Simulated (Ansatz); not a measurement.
# Gd: how the settings move a single-point run

Question: which choices in the input matter for Gd?

Method: reference: DFT, PBE+U, PAW with Ansatz's default frozen-core files, scalar-relativistic, in Ansatz 0.2.0.

## 1. The starting structure

It takes space group R-3m (No. 166, trigonal). Conventional cell: a = 3.650 Å, b = 3.650 Å, c = 26.707 Å, α = 90.00°, β = 90.00°, γ = 120.00°. Gd (site symmetry -3m) has 12 Gd at 3.62 to 3.65 Å as nearest neighbours. Around Gd (site symmetry 3m) lie 12 Gd at 3.62 to 3.67 Å.

Structure file:

```xyz
3
Lattice="1.8249 1.0536 8.9024 -1.8249 1.0536 8.9024 0.0000 -2.1072 8.9024" Properties=species:S:1:pos:R:3 pbc="T T T"
Gd    0.0000    0.0000    0.0000
Gd    0.0000    0.0000    5.9533
Gd    0.0000    0.0000   20.7538
```

## 2. Baseline

input.yaml reads:

```yaml
crystal:
  lattice:
    - [1.8248561918, 1.0535812136, 8.90239077]
    - [-1.8248561918, 1.0535812136, 8.90239077]
    - [0.0, -2.1071624271, 8.90239077]
  atoms:
    - { symbol: Gd, position: [0.0, 0.0, 0.0], spin: 7.0 }
    - { symbol: Gd, position: [0.2229111, 0.2229111, 0.2229111], spin: 7.0 }
    - { symbol: Gd, position: [0.7770889, 0.7770889, 0.7770889], spin: 7.0 }
magnetization:
  spin_polarized: true
kpoints:
  mp_grid: { grid: [11, 11, 11] }
scf:
  occupations: { method: fermi_dirac, width: 0.1 }
hamiltonian:
  xc: pbe
  pseudopotentials: { kind: paw }
  hubbard: { sites: [{ species: Gd, l: f, u_eff: 6 }] }
output:
  forces: true
  stress: true
  eigenvalues: true
  hubbard: { sites: [{ species: Gd, l: f }] }
  populations: true
  dos: { projected: true, de: 0.1, e_range: [-10, 8] }
```

Launch:

```sh
> ansatz run input.yaml --threads 2 --pin off --max-ram 6144MiB --backend cpu --events-out ev --progress --plain --runs-dir out
```

## 3. Changed: lower_state_search standard

Edit input.yaml of step 2 so:

```diff
@@ -15,2 +15,3 @@
   occupations: { method: fermi_dirac, width: 0.1 }
+  lower_state_search: standard
 hamiltonian:
@@ -25,2 +26,5 @@
   populations: true
-  dos: { projected: true, de: 0.1, e_range: [-10, 8] }
+  write_density: true
+  write_potential: true
+  elf: true
+  volumetric_format: npy
```

Before running it: what results should come out? Wanted: for each run, ending; energy change; pressure; abs. moment; force.

As calculated:

```
                           run     ending  energy change  pressure (GPa)  abs. moment (μB)  force (eV/Å)  cycles     time
                     reference  converged              0            -0.3             23.37          0.09      15     91 s
1: lower_state_search standard  converged  -0.6 meV/atom            -0.8             23.03          0.13      16  2.8 min
```

Times don't compare one to one where runs were asked for different outputs or read a saved state (see the inputs); cycles may leave out searches for a lower state.

Residual by cycle in the longest SCF loop of each run; runs are numbered as in the table. The quantity is the density residual dr2, in eV.

```
cycle  reference   run 1
    1     1.3e-4    0.02
    2     0.0135  0.0102
    3    0.00563  1.2e-4
    4     8.0e-5  4.2e-5
    5     8.1e-6  1.0e-5
    6     4.1e-7  8.6e-7
    7     1.5e-7  1.7e-7
    8     2.9e-8  4.2e-8
    9          -  1.3e-8
```

Changing the search for lower states moves the energy by -0.6 meV/atom, and the pressure goes from -0.3 to -0.8 GPa, the absolute moment goes from 23.37 to 23.03 μB and the largest force goes from 0.09 to 0.13 eV/Å. The runs ended in different states; this one is the lower.
